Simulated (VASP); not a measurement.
In, 1 atom in the cell. Symmetry: Im-3m, No. 229, cubic system. The conventional cell has a = 3.765 Å, b = 3.765 Å, c = 3.765 Å, α = 90.00°, β = 90.00°, γ = 90.00°. Around In (site symmetry m-3m) lie 8 In at 3.26 Å. This isn't the form of In at room conditions, which is tetragonal.

* Program: VASP 6.6.1
* Task: relaxation of cell and atoms
* Functional: optB88-vdW
* Potentials or basis: VASP PAW PBE potentials, release 64 (In_d)
* Cutoff: 600 eV
* k mesh: 10 × 10 × 10
* Occupations: fermi-dirac, width 0.05 eV
* Spin: no spin polarisation
* Further INCAR settings: ALGO = Normal; EDIFF = 1e-07; IBRION = 2; EDIFFG = -0.02; NSW = 40; ISIF = 3

Potentials or basis: VASP PAW PBE potentials, release 64 (In_d).

Command:

```bash
$ cat potpaw_PBE.64/In_d/POTCAR > POTCAR
$ mpirun -np 1 vasp_std > vasp.out
```

Hardware: 1 thread of Intel(R) Xeon(R) Platinum 8559C (Emerald Rapids) (shared host).

Estimate the wall time of this run.

Run time: 86 s on 1 thread of Intel(R) Xeon(R) Platinum 8559C (Emerald Rapids), on a shared host, peak memory 0.33 GiB. Counts: scf iterations 27, k points 47, ion steps 3.
